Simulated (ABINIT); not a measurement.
The system is In.

```
CELL_PARAMETERS angstrom
3.33548 0.00000 0.00000
-1.66774 2.88861 0.00000
0.00000 0.00000 5.50914
ATOMIC_POSITIONS crystal
In 0.66667 0.33333 0.75000
In 0.33333 0.66667 0.25000
```

This isn't the form of In at room conditions, which is tetragonal.

Base run:

```yaml
Program: ABINIT 10.8.3 (patched build)
Functional: PW91
Potentials_or_basis: JTH PAW PBE v2.0
Cutoff: 707 eV
k_mesh: 9 × 9 × 5
Occupations: fermi-dirac, width 0.05 eV
Spin: no spin polarisation
```

Its results: band gap on the k mesh none (metal or under the smearing width); pressure 1.0 GPa.

**Question.** After a change of settings the same cell gave: band gap on the k mesh none (metal or under the smearing width); pressure -0.6 GPa. Which change was it?
A. functional from PW91 to r2SCAN
B. functional from PW91 to RPBE
C. functional from PW91 to BLYP
D. functional from PW91 to LDA

**Answer.** A.

Caveats: the PAW data sets were made with another functional, which shifts forces and pressure a little.

Runs at the PBE level aren't shown here.
